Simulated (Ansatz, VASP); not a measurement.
## CaSe in VASP and in Ansatz

```xyz
2
Lattice="0.0000 2.9343 2.9343 2.9343 0.0000 2.9343 2.9343 2.9343 0.0000" Properties=species:S:1:pos:R:3 pbc="T T T"
Ca    2.9343    2.9343    2.9343
Se    0.0000    0.0000    0.0000
```

Alike in both runs: task single point; functional PBEsol; k mesh 10 × 10 × 10; occupations gaussian, width 0.05 eV; no spin polarisation.

```csv
,VASP,Ansatz
version,VASP 6.6.1,Ansatz 0.2.0
potentials or method,"VASP PAW PBE potentials, release 64 (Ca_sv, Se)","scalar-relativistic, plane waves, PAW"
plane-wave cutoff (eV),520,420
valence electrons in the cell,16,26
```

VASP gave:

| Item | Value |
| --- | --- |
| gap on the k mesh at the Fermi level (eV) | 1.87 |
| least direct gap on the mesh (eV) | 2.84 |
| pressure (GPa) | 0.2 |

**Question.** Which values does Ansatz return?

**Answer.** gap on the k mesh at the Fermi level (eV): 1.88; least direct gap on the mesh (eV): 2.85; pressure (GPa): 0.0.

The two sets of potentials don't hold the same shells in valence.

Caveats: the PAW data sets were made with another functional, which shifts forces and pressure a little (VASP). A k mesh can miss the band edges. As with any semilocal functional, this PBEsol gap is likely too small.
